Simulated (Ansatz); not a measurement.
Runs of Ansatz 0.2.0 on Te2Mo. The structure is monoclinic, space group P2_1/m (No. 11). Conventional cell: a = 6.330 Å, b = 3.469 Å, c = 13.860 Å, α = 90.00°, β = 93.92°, γ = 90.00°. Te (site symmetry m) has 3 Mo at 2.79 to 2.81 Å as nearest neighbours. Te (site symmetry m) is surrounded by 3 Mo at 2.70 Å. Te (site symmetry m) has 3 Mo at 2.79 to 2.82 Å as nearest neighbours. Te (site symmetry m) is surrounded by 3 Mo at 2.70 to 2.71 Å. Mo (site symmetry m) has 6 Te at 2.70 to 2.82 Å and 2 Mo at 2.89 Å as nearest neighbours. Around Mo (site symmetry m) lie 6 Te at 2.70 to 2.81 Å and 2 Mo at 2.90 Å. 

```tsv
level	gap on the mesh (eV)	pressure (GPa)	largest force (eV/Å)
PBE	none	2.5	0.21
LDA	none	(c)	0.40
revPBE	none	3.9	0.23
BLYP	none	(b)	0.52
PBEsol	none	(a)	0.26
RPBE	none	4.5	0.26
```

Alike in all rows: task band structure; potentials or basis Ansatz PAW; no spin polarisation; cell as given; k mesh 3 × 6 × 2; cutoff (eV) 420; smearing fermi-dirac 0.05 eV.

Fill in the values left out.

(a) -1.4; (b) 8.6; (c) -3.3.

Caveats: spin-orbit coupling is left out, which moves the levels of the heavy elements; the PAW data sets come from PBE, with cores solved anew for the run's functional, which leaves a small shift of forces and pressure (some runs).

A k mesh can miss the band edges, and the runs leave out spin-orbit coupling on Mo, Te.

A gap of «none» marks a metal or a gap under the smearing width.
